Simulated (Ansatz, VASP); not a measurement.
NaH in VASP and in Ansatz

```
Na H
1.0
     0.00000    2.47660    2.51320
     2.47660    0.00000    2.51320
     2.47660    2.47660    0.00000
Na H
1 1
Direct
  0.00000 0.00000 0.00000
  0.50000 0.50000 0.50000
```

Change from the starting cell: strain +0.015 along x and y, +0.030 along z, atoms carried along.

Alike in both runs: task single point; functional LDA; k mesh 8 × 8 × 8; occupations gaussian, width 0.05 eV; no spin polarisation.

```csv
,VASP,Ansatz
version,VASP 6.6.1,Ansatz 0.2.0
potentials or method,"VASP PAW LDA potentials, release 64 (Na_pv, H)","scalar-relativistic, plane waves, PAW"
plane-wave cutoff (eV),520,420
valence electrons in the cell,8,10
```

```tsv
	VASP	Ansatz	Ansatz less VASP
gap on the k mesh at the Fermi level (eV)	3.26	3.26	+0.001
least direct gap on the mesh (eV)	4.14	4.15	+0.003
pressure (GPa)	-3.5	-3.5	+0.06
largest component of the traceless stress (GPa)	0.16	0.16	-0.002
```

The two sets of potentials don't hold the same shells in valence.

A k mesh can miss the band edges.
